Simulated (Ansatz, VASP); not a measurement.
# One calculation of InAs, two programs

```
CELL_PARAMETERS angstrom
0.00000 3.01800 3.01800
3.01800 0.00000 3.01800
3.01800 3.01800 0.00000
ATOMIC_POSITIONS crystal
In 0.00000 0.00000 0.00000
As 0.75000 0.75000 0.75000
```

Alike in both runs: task single point; functional PBE; k mesh 8 × 8 × 8; occupations gaussian, width 0.014 eV; no spin polarisation.

|  | VASP | Ansatz |
| --- | --- | --- |
| version | VASP 6.6.1 | Ansatz 0.2.0 |
| potentials or method | VASP PAW PBE potentials, release 64 (In_d, As), cutoff 520 eV | all-electron LAPW, scalar-relativistic |

Ansatz gave:

```
gap on the k mesh at the Fermi level (eV) : none
pressure (GPa)                            : 4.3
```

What did VASP give for the same quantities?

gap on the k mesh at the Fermi level (eV): none; pressure (GPa): 4.4.

A gap of «none» marks a metal or a gap that the smearing closes. Ansatz ran all-electron here, so the differences hold the error of VASP's frozen core and of both bases.

Caveats: this crystal is a semiconductor, whose small gap the functional closes, so the metal is an error of the method.
